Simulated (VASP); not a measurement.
Base run

VASP input. INCAR
```
ISMEAR = -1
SIGMA = 0.02
ISIF = 2
LHFCALC = .TRUE.
GGA = PE
HFSCREEN = 0.20787
NBANDS = 13
LASPH = .TRUE.
LMAXMIX = 4
NELM = 60
LREAL = .FALSE.
EDIFF = 1E-8
ALGO = Normal
PREC = Accurate
ENCUT = 525.1
ISTART = 1
ICHARG = 0
NELMIN = 4
```

KPOINTS
```
mesh
0
Gamma
4 4 4
0 0 0
```

POSCAR
```
MgO
1.0
     0.000000    2.125000    2.125000
     2.125000    0.000000    2.125000
     2.125000    2.125000    0.000000
Mg O
1 1
Direct
  0.000000 0.000000 0.000000
  0.500000 0.500000 0.500000
```

Potentials (PBE.64), in the order of POSCAR: Mg_pv O

The WAVECAR comes from an earlier, cheaper step on the same cell.

VASP prints the stress at a fixed plane-wave basis, so it holds the Pulay stress of this cutoff.

It gives a pressure of -5.02 GPa, with a gap of 6.19 eV on the mesh.

(1) What changes with HFRCUT = -1?

## Answers

(1) The pressure rises by 0.05 GPa, the gap doesn't move by more than 0.01 eV, and the free energy changes by +0.88 meV/atom.

A gap read on the mesh is an upper bound of this method's gap, since the mesh can miss a band edge. The k-mesh is modest, so these values aren't fully converged in k. Potentials made with PBE were used with another functional.
